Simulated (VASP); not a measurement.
# Ti (Im-3m) in VASP: single point with PBEsol

Aim: the single point of Ti with PBEsol.

Program: VASP 6.6.1. These are calculated values, not measurements. Logs are shortened: lines on timing, memory, paths and dates and some standing lists are left out, and cuts for length are marked.

## 1. Starting point

Symmetry: Im-3m, No. 229, cubic system. The conventional cell has a = 3.282 Å, b = 3.282 Å, c = 3.282 Å, α = 90.00°, β = 90.00°, γ = 90.00°. Ti (site symmetry m-3m) has 8 Ti at 2.84 Å as nearest neighbours.

This isn't the form of Ti at room conditions, which is hcp.

## 2. Single point, PBEsol

The input, INCAR:

```
ALGO     = Fast           # electronic algorithm
EDIFF    = 1E-6           # SCF threshold, eV
ENCUT    = 520            # plane-wave cutoff, eV
GGA      = PS             # functional
ISIF     = 2              # what is computed and relaxed
ISMEAR   = -1             # smearing method
LASPH    = T              # aspherical terms in the spheres
LCHARG   = F              # write CHGCAR
LREAL    = F              # projectors in reciprocal space
LWAVE    = F              # write WAVECAR
NBANDS   = 12             # bands
NELM     = 60             # most SCF steps
PREC     = Accurate       # precision mode
SIGMA    = 0.05           # smearing width, eV
```

The input, KPOINTS:

```
k-points
0
Gamma
  14 14 14
```

The input, POSCAR:

```
Ti
1.0
   -1.6410000000      1.6410000000      1.6410000000
    1.6410000000     -1.6410000000      1.6410000000
    1.6410000000      1.6410000000     -1.6410000000
Ti
1
Direct
    0.0000000000      0.0000000000      0.0000000000
```

Potentials or basis: VASP PAW PBE potentials, release 64 (Ti_sv).

Launch:

```bash
> cat potpaw_PBE.64/Ti_sv/POTCAR > POTCAR
> mpirun -np 1 vasp_std > vasp.out
```

OUTCAR:

```text
EDIFF = 1E-6
   ENCUT = 520
   GGA = PS
   ISIF = 2
   ISMEAR = -1
   LASPH = T
   LREAL = F
   NELM = 60
   PREC = Accurate

 ion  position               nearest neighbor table
   1  0.000  0.000  0.000-

  LATTYP: Found a body centered cubic cell.
 ALAT       =     3.2820000000

  Lattice vectors:

 A1 = (  -1.6410000000,   1.6410000000,   1.6410000000)
 A2 = (   1.6410000000,  -1.6410000000,   1.6410000000)
 A3 = (   1.6410000000,   1.6410000000,  -1.6410000000)

Analysis of symmetry for initial positions (statically):
=====================================================================
 Subroutine PRICEL returns:
 Original cell was already a primitive cell.

 Routine SETGRP: Setting up the symmetry group for a
 body centered cubic supercell.

 Subroutine GETGRP returns: Found 48 space group operations
 (whereof 48 operations were pure point group operations)
 out of a pool of 48 trial point group operations.

The static configuration has the point symmetry O_h .

Analysis of symmetry for dynamics (positions and initial velocities):
=====================================================================
 Subroutine PRICEL returns:
 Original cell was already a primitive cell.

 Routine SETGRP: Setting up the symmetry group for a
 body centered cubic supercell.

 Subroutine GETGRP returns: Found 48 space group operations
 (whereof 48 operations were pure point group operations)
 out of a pool of 48 trial point group operations.

The dynamic configuration has the point symmetry O_h .

 Subroutine INISYM returns: Found 48 space group operations
 (whereof 48 operations are pure point group operations),
 and found     1 'primitive' translations

----------------------------------------------------------------------------------------

                                     Primitive cell

  volume of cell :      17.6761

  direct lattice vectors                    reciprocal lattice vectors
    -1.641000000  1.641000000  1.641000000     0.000000000  0.304692261  0.304692261
     1.641000000 -1.641000000  1.641000000     0.304692261  0.000000000  0.304692261
     1.641000000  1.641000000 -1.641000000     0.304692261  0.304692261  0.000000000

  length of vectors
     2.842295375  2.842295375  2.842295375     0.430899928  0.430899928  0.430899928

  position of ions in fractional coordinates (direct lattice)
     0.000000000  0.000000000  0.000000000

  ion indices of the primitive-cell ions
   primitive index   ion index
                 1           1

----------------------------------------------------------------------------------------

 KPOINTS: k-points

Automatic generation of k-mesh.
 Grid dimensions read from file:
 generate k-points for:   14   14   14

 Generating k-lattice:

  Cartesian coordinates                     Fractional coordinates (reciprocal lattice)
     0.000000000  0.021763733  0.021763733     0.071428571  0.000000000  0.000000000
     0.021763733  0.000000000  0.021763733     0.000000000  0.071428571  0.000000000
     0.021763733  0.021763733  0.000000000     0.000000000  0.000000000  0.071428571

  Length of vectors
     0.030778566  0.030778566  0.030778566

  Shift w.r.t. Gamma in fractional coordinates (k-lattice)
     0.000000000  0.000000000  0.000000000

 Subroutine IBZKPT returns following result:
 ===========================================

 Found    104 irreducible k-points:

 Following reciprocal coordinates:
            Coordinates               Weight
  0.000000  0.000000  0.000000      1.000000
  0.071429  0.000000  0.000000     12.000000
  0.142857  0.000000  0.000000     12.000000
  0.214286  0.000000  0.000000     12.000000
  0.285714  0.000000  0.000000     12.000000
  0.357143  0.000000  0.000000     12.000000
[... 16 lines left out ...]
  0.285714  0.285714  0.000000     24.000000
  0.357143  0.285714  0.000000     24.000000
 [... further k-points ...]
   k-points           NKPTS =    104   k-points in BZ     NKDIM =    104   number of bands    NBANDS=     12
   number of dos      NEDOS =    301   number of ions     NIONS =      1
   total plane-waves  NPLWV =  13824
   dimension x,y,z NGX =    24 NGY =   24 NGZ =   24
   dimension x,y,z NGXF=    48 NGYF=   48 NGZF=   48
   ions per type =               1
   NGX,Y,Z   is equivalent  to a cutoff of  14.04, 14.04, 14.04 a.u.
   NGXF,Y,Z  is equivalent  to a cutoff of  28.08, 28.08, 28.08 a.u.
 SYSTEM =  unknown system
   PREC   = accura    normal or accurate (medium, high low for compatibility)
   ISTART =      0    job   : 0-new  1-cont  2-samecut
   ICHARG =      2    charge: 1-file 2-atom 10-const
   ISPIN  =      1    spin polarized calculation?
   LNONCOLLINEAR =      F non collinear calculations
   LSORBIT =      F    spin-orbit coupling
   LASPH  =      T    aspherical Exc in radial PAW
   ENCUT  =  520.0 eV  38.22 Ry    6.18 a.u.   5.28  5.28  5.28*2*pi/ulx,y,z
   NELM   =     60;   NELMIN=  2; NELMDL= -5     # of ELM steps
   EDIFF  = 0.1E-05   stopping-criterion for ELM
   LREAL  =      F    real-space projection
   EDIFFG = 0.1E-04   stopping-criterion for IOM
   NSW    =      0    number of steps for IOM
   IBRION =     -1    ionic relax: 0-MD 1-quasi-New 2-CG
   NFREE  =      0    steps in history (QN), initial steepest desc. (CG)
   ISIF   =      2    stress and relaxation
   ISYM   =      2    0-nonsym 1-usesym 2-fastsym
   POTIM  = 0.5000    time-step for ionic-motion
   TEBEG  =    0.0;   TEEND  =   0.0 temperature during run
   PSTRESS=    0.0 pullay stress
   NELECT =      12.0000    total number of electrons
   NUPDOWN=      -1.0000    fix difference up-down
   EMIN   =  10.00;   EMAX   =-10.00  energy-range for DOS
   EFERMI =   0.00;   METHOD = LEGACY
   ISMEAR =    -1;   SIGMA  =   0.05  broadening in eV -4-tet -1-fermi 0-gaus
   EFERMI_NEDOS =   21; number of points for ismear=-14 and -15
   IALGO  =     68    algorithm
   IMIX   =      4    mixing-type and parameters
     AMIX     =   0.40;   BMIX     =  1.00
     AMIX_MAG =   1.60;   BMIX_MAG =  1.00
  volume/ion in A,a.u.               =      17.68       119.28
  Fermi-wavevector in a.u.,A,eV,Ry     =   1.438821  2.718977 28.166848  2.070205
  Thomas-Fermi vector in A             =   2.557745
   LORBIT       =      0    0 simple, 1 ext, 2 COOP (PROOUT), +10 PAW based schemes
   GGA     = PS    functional components
   LHFCALC =     F    Hartree Fock is set to
   AEXX    =    0.0000 exact exchange contribution
   IVDW    =     0    specifies the selected vdW correction
   LEPSILON=     F    determine dielectric tensor
   LRPA    =     F    only Hartree local field effects (RPA)
 non-spin polarized calculation
 RMM-DIIS sequential band-by-band and
  energy-cutoff  :      520.00
  volume of cell :       17.68
 maximum number of plane-waves:       490
 NGX is ok and might be reduce to    24
   NGX = 11   NGY = 11   NGZ = 11

 number of electron      12.0000001 magnetization

 Free energy of the ion-electron system (eV)
  ---------------------------------------------------
  ext. energy  EPLUGINS =         0.00000000
  ---------------------------------------------------
  free energy    TOTEN  =        -8.21782452 eV

  energy without entropy =       -8.19706173  energy(sigma->0) =       -8.20744313

 E-fermi :   7.7672     XC(G=0): -11.5486

 val. band max:        7.7597919239   @ k =   0.3571   0.2143   0.0000
 cond. band min:       7.7677110030   @ k =  -0.2857   0.2857   0.2143
 fundamental gap:      0.0079190791
 Fermi energy:         7.7671748964

 k-point     1 :       0.0000    0.0000    0.0000
  band No.  band energies     occupation
      1     -48.5578      2.00000
      2     -24.5281      2.00000
      3     -24.5281      2.00000
      4     -24.5281      2.00000
      5       1.8628      2.00000
      6       8.7431      0.00000
      7       8.7431      0.00000
      8       8.7431      0.00000
      9      10.4768      0.00000
     10      10.4768      0.00000
     11      25.0728      0.00000
     12      25.0728      0.00000

 k-point     2 :       0.0714    0.0000    0.0000
  band No.  band energies     occupation
      1     -48.5517      2.00000
      2     -24.5614      2.00000
      3     -24.5384      2.00000
      4     -24.5283      2.00000
      5       2.0347      2.00000
      6       8.6655      0.00000
      7       8.7209      0.00000
      8       8.8675      0.00000
      9      10.3879      0.00000
     10      10.4816      0.00000
     11      24.7949      0.00000
     12      25.0581      0.00000

 k-point     3 :       0.1429    0.0000    0.0000
  band No.  band energies     occupation
      1     -48.5346      2.00000
      2     -24.6536      2.00000
      3     -24.5671      2.00000
      4     -24.5289      2.00000
      5       2.5306      2.00000
      6       8.4552      0.00000
      7       8.6109      0.00000
      8       9.2290      0.00000
      9      10.2215      0.00000
     10      10.5005      0.00000
     11      23.8942      0.00000
     12      24.7511      0.00000
[... 286 lines left out ...]
 k-point    23 :       0.2857    0.2857    0.0000
  band No.  band energies     occupation
      1     -48.4222      2.00000
      2     -25.0431      2.00000
      3     -24.8696      2.00000
      4     -24.6031      2.00000
      5       6.5162      2.00000
      6       7.1412      1.99999
      7       7.6089      1.91895
      8      10.4587      0.00000
      9      10.8470      0.00000
     10      13.8712      0.00000
     11      17.1829      0.00000
     12      17.3544      0.00000

 k-point    24 :       0.3571    0.2857    0.0000
  band No.  band energies     occupation
      1     -48.4184      2.00000
      2     -25.0178      2.00000
      3     -24.9178      2.00000
      4     -24.6065      2.00000
      5       6.6893      2.00000
      6       7.2457      1.99994
      7       7.4212      1.99803
      8      10.5752      0.00000
      9      10.8029      0.00000
     10      14.7841      0.00000
     11      16.0788      0.00000
     12      17.0928      0.00000

 [... further k-points ...]

------------------------ aborting loop because EDIFF is reached ----------------------------------------

  FORCE on cell =-STRESS in cart. coord.  units (eV):
  Direction    XX          YY          ZZ          XY          YZ          ZX
  --------------------------------------------------------------------------------------
  -------------------------------------------------------------------------------------
  Total       -0.7570865     -0.7570865     -0.7570865      0.0000000     -0.0000000     -0.0000000
  in kB      -68.6230986    -68.6230986    -68.6230986      0.0000000     -0.0000000     -0.0000000
  external PRESSURE =     -68.6230986 kB  Pullay stress =       0.0000000 kB

 VOLUME and BASIS-vectors are now :
 -----------------------------------------------------------------------------
  energy-cutoff  :      520.00
  volume of cell :       17.68
      direct lattice vectors                 reciprocal lattice vectors
    -1.641000000  1.641000000  1.641000000     0.000000000  0.304692261  0.304692261
     1.641000000 -1.641000000  1.641000000     0.304692261  0.000000000  0.304692261
     1.641000000  1.641000000 -1.641000000     0.304692261  0.304692261  0.000000000

 POSITION                                       TOTAL-FORCE (eV/Angst)
 -----------------------------------------------------------------------------------
      0.00000      0.00000      0.00000         0.000000      0.000000      0.000000
 -----------------------------------------------------------------------------------
    total drift:                                0.000000      0.000000      0.000000

  FREE ENERGIE OF THE ION-ELECTRON SYSTEM (eV)
  ---------------------------------------------------
  free  energy   TOTEN  =        -8.2178245213 eV

  energy  without entropy=       -8.1970617298  energy(sigma->0) =       -8.20744313
```

Run time: 12 s. Hardware: 1 thread of Intel Xeon 6975P-C (Granite Rapids), shared host; peak memory 0.15 GiB.

Results:

* Free energy: -8.2178 eV
* Pressure: -6.9 GPa
* Band gap on the k mesh: none (metal or under the smearing width)

Levels at points of the mesh, in eV from the Fermi level:
```tsv
k point	band 2	band 3	band 4	band 5	band 6	band 7	band 8	band 9	band 10	band 11
(0.00, 0.00, 0.00)	-32.30	-32.30	-32.30	-5.90	0.98	0.98	0.98	2.71	2.71	17.31
(0.50, 0.00, 0.00)	-32.94	-32.50	-32.30	-2.41	-0.38	1.11	2.69	3.04	4.20	8.59
(0.50, 0.50, 0.50)	-32.74	-32.74	-32.74	-2.04	-2.04	3.86	3.86	3.86	8.22	8.22
```

Caveat: the PAW data sets were made with another functional, which shifts forces and pressure a little.
